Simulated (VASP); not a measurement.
# MgS (Imm2) in VASP: further runs, part 2 of 3

VASP 6.6.1.

### Step 3. Single point, PBE (atom 1 (Mg) moved by (-0.450, -0.225) A along x and z)

The input, INCAR:

```
SYSTEM = MgS
PREC = Accurate
ENCUT = 520
EDIFF = 1E-6
ISMEAR = 0
SIGMA = 0.05
LREAL = .FALSE.
LASPH = .TRUE.
NELM = 60
ALGO = Normal
ISIF = 2
LWAVE = .FALSE.
LCHARG = .FALSE.
GGA = PE
NBANDS = 11
```

The input, KPOINTS:

```
regular mesh
0
G
  8 8 8
  0 0 0
```

The input, POSCAR:

```
MgS
1.0
    0.0000000000      2.6016500000      2.6016500000
    2.6016500000      0.0000000000      2.6016500000
    2.6016500000      2.6016500000      0.0000000000
Mg S
1 1
Direct
    0.0432417889     -0.1297253666     -0.0432417889
    0.5000000000      0.5000000000      0.5000000000
```

Potentials or basis: VASP PAW PBE potentials, release 64 (Mg, S).

Started as:

```sh
$ cat potpaw_PBE.64/Mg/POTCAR potpaw_PBE.64/S/POTCAR > POTCAR
$ mpirun -np 1 vasp_std > vasp.out
```

OUTCAR:

```text
SYSTEM = MgS
   PREC = Accurate
   ENCUT = 520
   EDIFF = 1E-6
   ISMEAR = 0
   LREAL = .FALSE.
   LASPH = .TRUE.
   NELM = 60
   ISIF = 2
   GGA = PE

 ion  position               nearest neighbor table
   1  0.043  0.870  0.957-   2 2.16   2 2.42   2 2.65   2 2.65   2 2.86   2 3.06
   2  0.500  0.500  0.500-   1 2.16   1 2.42   1 2.65   1 2.65   1 2.86   1 3.06

  LATTYP: Found a face centered cubic cell.
 ALAT       =     5.2033000000

  Lattice vectors:

 A1 = (   0.0000000000,   2.6016500000,   2.6016500000)
 A2 = (   2.6016500000,   0.0000000000,   2.6016500000)
 A3 = (   2.6016500000,   2.6016500000,   0.0000000000)

Analysis of symmetry for initial positions (statically):
=====================================================================
 Subroutine PRICEL returns:
 Original cell was already a primitive cell.

 Routine SETGRP: Setting up the symmetry group for a
 face centered cubic supercell.

 Subroutine GETGRP returns: Found  2 space group operations
 (whereof  2 operations were pure point group operations)
 out of a pool of 48 trial point group operations.

The static configuration has the point symmetry C_1h.

Analysis of symmetry for dynamics (positions and initial velocities):
=====================================================================
 Subroutine PRICEL returns:
 Original cell was already a primitive cell.

 Routine SETGRP: Setting up the symmetry group for a
 face centered cubic supercell.

 Subroutine GETGRP returns: Found  2 space group operations
 (whereof  2 operations were pure point group operations)
 out of a pool of 48 trial point group operations.

The dynamic configuration has the point symmetry C_1h.

 Subroutine INISYM returns: Found  2 space group operations
 (whereof  2 operations are pure point group operations),
 and found     1 'primitive' translations

----------------------------------------------------------------------------------------

                                     Primitive cell

  volume of cell :      35.2190

  direct lattice vectors                    reciprocal lattice vectors
     0.000000000  2.601650000  2.601650000    -0.192185728  0.192185728  0.192185728
     2.601650000  0.000000000  2.601650000     0.192185728 -0.192185728  0.192185728
     2.601650000  2.601650000  0.000000000     0.192185728  0.192185728 -0.192185728

  length of vectors
     3.679288715  3.679288715  3.679288715     0.332875446  0.332875446  0.332875446

  position of ions in fractional coordinates (direct lattice)
     0.043241789  0.870274633  0.956758211
     0.500000000  0.500000000  0.500000000

  ion indices of the primitive-cell ions
   primitive index   ion index
                 1           1
                 2           2

----------------------------------------------------------------------------------------

 KPOINTS: regular mesh

Automatic generation of k-mesh.
 Grid dimensions read from file:
 generate k-points for:    8    8    8

 Generating k-lattice:

  Cartesian coordinates                     Fractional coordinates (reciprocal lattice)
    -0.024023216  0.024023216  0.024023216     0.125000000  0.000000000  0.000000000
     0.024023216 -0.024023216  0.024023216     0.000000000  0.125000000  0.000000000
     0.024023216  0.024023216 -0.024023216     0.000000000  0.000000000  0.125000000

  Length of vectors
     0.041609431  0.041609431  0.041609431

  Shift w.r.t. Gamma in fractional coordinates (k-lattice)
     0.000000000  0.000000000  0.000000000

 Subroutine IBZKPT returns following result:
 ===========================================

 Found    150 irreducible k-points:

 Following reciprocal coordinates:
            Coordinates               Weight
  0.000000  0.000000  0.000000      1.000000
  0.125000  0.000000  0.000000      4.000000
  0.000000  0.125000  0.000000      4.000000
  0.250000  0.000000  0.000000      4.000000
  0.000000  0.250000  0.000000      4.000000
  0.375000  0.000000  0.000000      4.000000
[... 16 lines left out ...]
  0.125000  0.375000  0.000000      4.000000
  0.250000 -0.125000 -0.125000      4.000000
 [... further k-points ...]
   k-points           NKPTS =    150   k-points in BZ     NKDIM =    150   number of bands    NBANDS=     11
   number of dos      NEDOS =    301   number of ions     NIONS =      2
   total plane-waves  NPLWV =  21952
   dimension x,y,z NGX =    28 NGY =   28 NGZ =   28
   dimension x,y,z NGXF=    56 NGYF=   56 NGZF=   56
   ions per type =               1   1
   NGX,Y,Z   is equivalent  to a cutoff of  12.65, 12.65, 12.65 a.u.
   NGXF,Y,Z  is equivalent  to a cutoff of  25.30, 25.30, 25.30 a.u.
 SYSTEM =  MgS
   PREC   = accura    normal or accurate (medium, high low for compatibility)
   ISTART =      0    job   : 0-new  1-cont  2-samecut
   ICHARG =      2    charge: 1-file 2-atom 10-const
   ISPIN  =      1    spin polarized calculation?
   LNONCOLLINEAR =      F non collinear calculations
   LSORBIT =      F    spin-orbit coupling
   LASPH  =      T    aspherical Exc in radial PAW
   ENCUT  =  520.0 eV  38.22 Ry    6.18 a.u.   6.84  6.84  6.84*2*pi/ulx,y,z
   NELM   =     60;   NELMIN=  2; NELMDL= -5     # of ELM steps
   EDIFF  = 0.1E-05   stopping-criterion for ELM
   LREAL  =      F    real-space projection
   EDIFFG = 0.1E-04   stopping-criterion for IOM
   NSW    =      0    number of steps for IOM
   IBRION =     -1    ionic relax: 0-MD 1-quasi-New 2-CG
   NFREE  =      0    steps in history (QN), initial steepest desc. (CG)
   ISIF   =      2    stress and relaxation
   ISYM   =      2    0-nonsym 1-usesym 2-fastsym
   POTIM  = 0.5000    time-step for ionic-motion
   TEBEG  =    0.0;   TEEND  =   0.0 temperature during run
   PSTRESS=    0.0 pullay stress
   NELECT =       8.0000    total number of electrons
   NUPDOWN=      -1.0000    fix difference up-down
   EMIN   =  10.00;   EMAX   =-10.00  energy-range for DOS
   EFERMI =   0.00;   METHOD = LEGACY
   ISMEAR =     0;   SIGMA  =   0.05  broadening in eV -4-tet -1-fermi 0-gaus
   EFERMI_NEDOS =   21; number of points for ismear=-14 and -15
   IALGO  =     38    algorithm
   IMIX   =      4    mixing-type and parameters
     AMIX     =   0.40;   BMIX     =  1.00
     AMIX_MAG =   1.60;   BMIX_MAG =  1.00
  volume/ion in A,a.u.               =      17.61       118.83
  Fermi-wavevector in a.u.,A,eV,Ry     =   0.998878  1.887606 13.575323  0.997758
  Thomas-Fermi vector in A             =   2.131131
   LORBIT       =      0    0 simple, 1 ext, 2 COOP (PROOUT), +10 PAW based schemes
   GGA     = PE    functional components
   LHFCALC =     F    Hartree Fock is set to
   AEXX    =    0.0000 exact exchange contribution
   IVDW    =     0    specifies the selected vdW correction
   LEPSILON=     F    determine dielectric tensor
   LRPA    =     F    only Hartree local field effects (RPA)
 non-spin polarized calculation
 Gauss-broadening in eV      SIGMA  =   0.05
  energy-cutoff  :      520.00
  volume of cell :       35.22
 maximum number of plane-waves:       960
   NGX = 13   NGY = 13   NGZ = 13

 number of electron       8.0000000 magnetization

 Free energy of the ion-electron system (eV)
  ---------------------------------------------------
  ext. energy  EPLUGINS =         0.00000000
  ---------------------------------------------------
  free energy    TOTEN  =        -8.00145107 eV

  energy without entropy =       -8.00145107  energy(sigma->0) =       -8.00145107

 E-fermi :   3.9507     XC(G=0):  -9.6250

 val. band max:        3.6780912941   @ k =   0.0000   0.0000   0.0000
 cond. band min:       6.5224502884   @ k =   0.5000   0.5000   0.0000
 fundamental gap:      2.8443589943
 Fermi energy:         3.9507465719

 k-point     1 :       0.0000    0.0000    0.0000
  band No.  band energies     occupation
      1      -9.0240      2.00000
      2       3.3206      2.00000
      3       3.6739      2.00000
      4       3.6781      2.00000
      5       7.3332      0.00000
      6      11.5521      0.00000
      7      11.5937      0.00000
      8      11.9088      0.00000
      9      14.3037      0.00000
     10      14.7514      0.00000
     11      15.7812      0.00000
[... 309 lines left out ...]
 k-point    24 :       0.2500   -0.1250   -0.1250
  band No.  band energies     occupation
      1      -8.0498      2.00000
      2      -0.1291      2.00000
      3       2.7642      2.00000
      4       2.9144      2.00000
      5       8.7857      0.00000
      6      10.5342      0.00000
      7      11.8848      0.00000
      8      12.0393      0.00000
      9      15.3876      0.00000
     10      16.1498      0.00000
     11      16.5302      0.00000

 [... further k-points ...]
[... 5 lines left out ...]
  --------------------------------------------------------------------------------------
  -------------------------------------------------------------------------------------
  Total        5.7647119     -0.1738312      1.0370319      0.0000000      0.0000000     -0.6818373
  in kB      262.2476383     -7.9079109     47.1765400      0.0000000      0.0000000    -31.0180653
  external PRESSURE =     100.5054225 kB  Pullay stress =       0.0000000 kB

 VOLUME and BASIS-vectors are now :
 -----------------------------------------------------------------------------
  energy-cutoff  :      520.00
  volume of cell :       35.22
      direct lattice vectors                 reciprocal lattice vectors
     0.000000000  2.601650000  2.601650000    -0.192185728  0.192185728  0.192185728
     2.601650000  0.000000000  2.601650000     0.192185728 -0.192185728  0.192185728
     2.601650000  2.601650000  0.000000000     0.192185728  0.192185728 -0.192185728

 POSITION                                       TOTAL-FORCE (eV/Angst)
 -----------------------------------------------------------------------------------
      4.75330      2.60165      2.37665         2.704190      0.000000      0.361174
      2.60165      2.60165      2.60165        -2.704190      0.000000     -0.361174
 -----------------------------------------------------------------------------------
    total drift:                                0.000260      0.000000      0.000177

  FREE ENERGIE OF THE ION-ELECTRON SYSTEM (eV)
  ---------------------------------------------------
  free  energy   TOTEN  =        -8.0014510650 eV

  energy  without entropy=       -8.0014510650  energy(sigma->0) =       -8.00145107
```

OSZICAR:

```text
N       E                     dE             d eps       ncg     rms          rms(c)
DAV:   1     0.236663815015E+02    0.23666E+02   -0.33787E+03  3316   0.585E+02
DAV:   2    -0.699553107507E+01   -0.30662E+02   -0.28863E+02  4175   0.102E+02
DAV:   3    -0.851070498321E+01   -0.15152E+01   -0.15122E+01  4098   0.240E+01
DAV:   4    -0.851994769322E+01   -0.92427E-02   -0.92419E-02  4027   0.227E+00
DAV:   5    -0.852002834189E+01   -0.80649E-04   -0.80648E-04  4084   0.207E-01    0.471E+00
DAV:   6    -0.805599005186E+01    0.46404E+00   -0.98972E-01  3759   0.396E+00    0.360E+00
DAV:   7    -0.800165099095E+01    0.54339E-01   -0.29491E-01  4035   0.237E+00    0.257E+00
DAV:   8    -0.800191651081E+01   -0.26552E-03   -0.17415E-02  3703   0.801E-01    0.113E+00
DAV:   9    -0.800141206586E+01    0.50444E-03   -0.17089E-03  3810   0.225E-01    0.200E-01
DAV:  10    -0.800145942731E+01   -0.47361E-04   -0.22182E-04  3996   0.774E-02    0.780E-02
DAV:  11    -0.800145074663E+01    0.86807E-05   -0.41618E-05  3962   0.277E-02    0.638E-03
DAV:  12    -0.800145106501E+01   -0.31838E-06   -0.13833E-06  3005   0.719E-03
   1 F= -.80014511E+01 E0= -.80014511E+01  d E =-.936194E-17
```

stdout:

```text
POSCAR found type information on POSCAR MgS
 POSCAR found :  2 types and       2 ions
 scaLAPACK will be used
 LDA part: xc-table for (Slater+PW92), standard interpolation
 POSCAR, INCAR and KPOINTS ok, starting setup
 FFT: planning ... GRIDC
 FFT: planning ... GRID_SOFT
 FFT: planning ... GRID
 WAVECAR not read
 entering main loop
```

Wall time 32 s (1 thread of Intel Xeon Platinum 8488C (Sapphire Rapids), shared host); peak memory 0.2 GiB.

What came out:

* Free energy: -8.0015 eV
* Pressure: 10.1 GPa
* Largest force: 2.728 eV/Å
* Band gap on the k mesh: 2.84 eV, indirect (least direct gap 3.66 eV)

Forces on the atoms (eV/Å):
```
Mg   2.704  0.000  0.361
S   -2.704  0.000 -0.361
```

Levels at points of the mesh, in eV from the valence-band top:
| k point | band 1 | band 2 | band 3 | band 4 | band 5 | band 6 | band 7 | band 8 |
| --- | --- | --- | --- | --- | --- | --- | --- | --- |
| (0.00, 0.00, 0.00) | -12.70 | -0.36 | 0.00 | 0.00 | 3.66 | 7.87 | 7.92 | 8.23 |
| (0.50, 0.00, 0.00) | -11.43 | -4.83 | -0.67 | -0.52 | 4.46 | 7.11 | 7.30 | 9.59 |
| (0.00, 0.50, 0.00) | -11.45 | -4.71 | -0.87 | -0.54 | 4.62 | 6.96 | 7.19 | 9.66 |
| (0.50, 0.50, 0.00) | -11.07 | -4.17 | -1.75 | -1.64 | 2.84 | 4.33 | 11.97 | 12.93 |
| (0.00, 0.50, 0.50) | -11.07 | -4.20 | -1.68 | -1.65 | 2.89 | 4.43 | 11.67 | 13.14 |
| (0.50, 0.00, 0.50) | -11.08 | -4.14 | -1.87 | -1.59 | 2.85 | 4.34 | 12.04 | 12.87 |

Caveat: forces of over 1 eV/Å show positions far from the minimum, so gaps and moduli don't describe the material at rest. A k mesh can miss the band edges.

### Step 4. Single point, PBE (atom 1 (Mg) moved by (-0.450, -0.450) A along x and z)

The input, INCAR:

```
SYSTEM = MgS
PREC = Accurate ; ENCUT = 520
EDIFF = 1E-6 ; ISMEAR = 0
SIGMA = 0.05 ; LREAL = .FALSE.
LASPH = .TRUE. ; NELM = 100
ALGO = Normal ; ISIF = 2
LWAVE = .FALSE. ; LCHARG = .FALSE.
GGA = PE ; NBANDS = 11
```

KPOINTS is that of step 3.

Edit POSCAR of step 3 so:

```diff
@@ -8,3 +8,3 @@
 Direct
-    0.0432417889     -0.1297253666     -0.0432417889
+    0.0000000000     -0.1729671555      0.0000000000
     0.5000000000      0.5000000000      0.5000000000
```

Started as:

```sh
$ cat potpaw_PBE.64/Mg/POTCAR potpaw_PBE.64/S/POTCAR > POTCAR
$ mpirun -np 1 vasp_std > vasp.out
```

Run time: 20 s. Hardware: 1 thread of Intel Xeon Platinum 8488C (Sapphire Rapids), shared host; peak memory 0.18 GiB.

The run converged. Its results:

```yaml
Free_energy: -7.7855 eV
Pressure: 14.3 GPa
Largest_force: 2.624 eV/Å
Band_gap_on_the_k_mesh: 2.88 eV, indirect (least direct gap 3.62 eV)
```

Forces on the atoms (eV/Å):
```
Mg   1.856  0.000  1.856
S   -1.856  0.000 -1.856
```

Stress tensor (GPa, compression positive):
```
22.15  0.00 -7.43
 0.00 -1.49  0.00
-7.43  0.00 22.15
```

Levels at points of the mesh, in eV from the valence-band top:
```
           k point  band 1  band 2  band 3  band 4  band 5  band 6  band 7  band 8  band 9
(0.00, 0.00, 0.00)  -12.74   -0.58   -0.02    0.00    3.62    7.82    7.99    8.30   10.90
(0.50, 0.00, 0.00)  -11.48   -4.88   -0.72   -0.46    4.38    7.30    7.39    9.29   12.03
(0.00, 0.50, 0.00)  -11.52   -4.66   -1.09   -0.51    4.68    7.02    7.19    9.52   12.23
(0.50, 0.50, 0.00)  -11.13   -4.22   -1.74   -1.64    2.88    4.35   11.74   13.05   13.63
(0.50, 0.00, 0.50)  -11.14   -4.14   -2.05   -1.55    2.89    4.39   12.04   12.87   13.88
```

Caveat: forces of over 1 eV/Å show positions far from the minimum, so gaps and moduli don't describe the material at rest.

(Continued in part 3 of 3.)
